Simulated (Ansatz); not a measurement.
## MnSi: single point with PBE

The system is MnSi.

```
Mn Si
1.0
     0.00000    2.52722    2.52722
     2.52722    0.00000    2.52722
     2.52722    2.52722    0.00000
Mn Si
1 1
Direct
  0.00000 0.00000 0.00000
  0.25000 0.25000 0.25000
```

The cell was built by a generator and needn't be a form met in nature.

| Property | Result |
| --- | --- |
| Program | Ansatz 0.2.0 |
| Task | single point |
| Functional | PBE |
| Potentials or basis | all-electron LAPW, scalar-relativistic |
| Cutoff | 341 eV (chosen from the basis error) |
| Basis error allowed | 0.001 eV/atom |
| k mesh | 9 × 9 × 9 |
| Occupations | fermi-dirac, width 0.05 eV |
| Spin | collinear spin, ferromagnetic start |
| Starting moments | [4.0, 0.0] μB |

* Pressure: 19.0 GPa
* Band gap on the k mesh: none (metal or under the smearing width)
* Net moment: 2.04 μB per cell
* Absolute moment: 2.44 μB per cell
* Site moments: Mn +2.15; Si -0.10 μB
* Loewdin charges: Mn +0.47; Si -0.33 e

Levels at points of the mesh, in eV from the Fermi level:
Spin up:
| k point | band 10 | band 11 | band 12 | band 13 | band 14 | band 15 | band 16 | band 17 | band 18 | band 19 |
| --- | --- | --- | --- | --- | --- | --- | --- | --- | --- | --- |
| (0.00, 0.00, 0.00) | -2.89 | -2.89 | -2.89 | -1.77 | -1.77 | 6.98 | 6.98 | 6.98 | 7.92 | 7.92 |
Spin down:
| k point | band 8 | band 9 | band 10 | band 11 | band 12 | band 13 | band 14 | band 15 | band 16 | band 17 |
| --- | --- | --- | --- | --- | --- | --- | --- | --- | --- | --- |
| (0.00, 0.00, 0.00) | -46.43 | -10.07 | -1.83 | -1.83 | -1.83 | 0.57 | 0.57 | 7.32 | 7.32 | 7.32 |

Wall time 47 s on 2 threads of Intel(R) Xeon(R) Processor @ 2.50GHz (Skylake/Cascade Lake) (shared host), peak memory 0.41 GiB.

Caveat: the atomic charges don't sum to the cell's charge; so large a pressure means that the cell lies far from this level's equilibrium, or that cutoff or potentials fall short.
